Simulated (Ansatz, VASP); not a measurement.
Se in VASP and in Ansatz

```
Se
1.0
    -1.36567    1.36567    1.36567
     1.36567   -1.36567    1.36567
     1.36567    1.36567   -1.36567
Se
1
Cartesian
  0.0000 0.0000 0.0000
```

Change from the starting cell: volume scaled by 0.5, LAPW.

Alike in both runs: task single point; functional PBE; k mesh 17 × 17 × 17; occupations fermi-dirac, width 0.08 eV; no spin polarisation.

```csv
,VASP,Ansatz
version,VASP 6.6.1,Ansatz 0.2.0
potentials or method,"VASP PAW PBE potentials, release 64 (Se), cutoff 520 eV","all-electron LAPW, scalar-relativistic"
```

|  | VASP | Ansatz | Ansatz less VASP |
| --- | --- | --- | --- |
| pressure (GPa) | 235.7 | 232.2 | -3.46 |

Ansatz ran all-electron here, so the differences hold the error of VASP's frozen core and of both bases.

Caveats: the cell as given lies far from equilibrium; so large a pressure means that the cell lies far from this level's equilibrium, or that cutoff or potentials fall short (VASP).
